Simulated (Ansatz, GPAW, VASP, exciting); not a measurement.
# One calculation of BN, 4 ways

```
N B
1.0
     0.00000    1.81300    1.81300
     1.81300    0.00000    1.81300
     1.81300    1.81300    0.00000
N B
1 1
Cartesian
  0.9065 0.9065 0.9065
  0.0000 0.0000 0.0000
```

The cell is a database's computed one, not the measured one.

Alike in all runs: task band structure; functional revPBE; k mesh 13 × 13 × 13; occupations fermi-dirac, width 0.05 eV; no spin polarisation; no spin-orbit coupling. Pressure is positive in compression and, in plane waves, holds the error of the finite cutoff. Gaps are the smaller of the mesh's and the band path's.

| program and potentials | plane-wave cutoff (eV) | notes | band gap (eV) | pressure (GPa) |
| --- | --- | --- | --- | --- |
| Ansatz, all-electron LAPW, scalar-relativistic | - | - | 4.48 | 4.01 |
| exciting, all-electron LAPW+lo, shipped species files, valence relativity iora* | - | - | 4.49 | - |
| GPAW, the program's PAW data sets (release 1.2.1) made for this functional | 800 | - | 4.48 | 2.87 |
| VASP, PBE PAW files B, N, 520 eV | 520 | potentials made for PBE | ? | ? |

**Question.** Estimate from the other rows what the run with VASP, PBE PAW files B, N, 520 eV gave.

**Answer.** Band gap 4.47 eV; pressure 4.25 GPa. The other rows, which needn't bracket it: band gap 4.48 to 4.49; pressure 2.87 to 4.01.
